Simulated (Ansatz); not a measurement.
**LiNbO$_{3}$: experiment and calculation**

**Experimental background.**

“Crystallographic and optical study of LiNb1 − xTaxO3”, 2017, pmc:5642313 reports, for a bulk crystal of LiNbO3: lattice constant a 5.146 ± 0.001 Å; lattice constant c 13.859 ± 0.005 Å.

How close the calculation comes is told below.

Level of theory: Ansatz, DFT PBE, scalar-relativistic, plane waves, PAW.

Cutoff 420 eV; k points 6×6×6 on the computed 10-atom cell (Γ-centred); Gaussian smearing, width 0.02 eV; no spin polarisation.

Relaxed structure, symmetry kept:

```cif
data_structure
_symmetry_space_group_name_H-M 'P 1'
_symmetry_Int_Tables_number 1
_cell_length_a 5.5498
_cell_length_b 5.5498
_cell_length_c 5.5498
_cell_angle_alpha 55.750
_cell_angle_beta 55.750
_cell_angle_gamma 55.750
_cell_volume 108.95
loop_
_atom_site_label
_atom_site_type_symbol
_atom_site_fract_x
_atom_site_fract_y
_atom_site_fract_z
_atom_site_occupancy
Li1 Li 0.28160 0.28160 0.28160 1
Li2 Li 0.78160 0.78160 0.78160 1
Nb1 Nb 0.00045 0.00045 0.00045 1
Nb2 Nb 0.50045 0.50045 0.50045 1
O1 O 0.11044 0.35817 0.72115 1
O2 O 0.72115 0.11044 0.35817 1
O3 O 0.35817 0.72115 0.11044 1
O4 O 0.22115 0.85817 0.61044 1
O5 O 0.85817 0.61044 0.22115 1
O6 O 0.61044 0.22115 0.85817 1
```

| Quantity | Value |
| --- | --- |
| Space group | R3c (No. 161) |
| Volume per atom | 10.90 Å³ |
| Formation energy from the elements' standard states (uncorrected) | -2.573 eV/atom |
| Kohn–Sham band gap | 3.54 eV |
| Löwdin character of the top 1 eV of the valence band | O 2p 94 % |
| Löwdin character of the lowest 1 eV of the conduction band | Nb 4d 74 %, O 2p 21 % |
| Bader charges (e) | Li (2 in the cell) 0.90, Nb (2 in the cell) 2.74, O (6 in the cell) -1.21 |

Against the measured lattice constant a of LiNbO3, 5.146 Å (the paper above), the calculated 5.190 Å is off by +0.8 %. 3 values of this kind are on record (5.146 to 5.14829 Å); this one was drawn at random among those near their median, those with a stated uncertainty first. Measured lattice constant c of LiNbO3: 13.859 Å (the paper above). This calculation gives 14.014 Å (+1.1 %). 3 values of this kind are on record (13.859 to 13.8631 Å); this one was drawn at random among those near their median, those with a stated uncertainty first. The calculation is for 0 K without zero-point motion.

Cost: 1 run of about 1.7 core-minutes, on Intel Xeon 6975P-C (Granite Rapids) (shared hosts).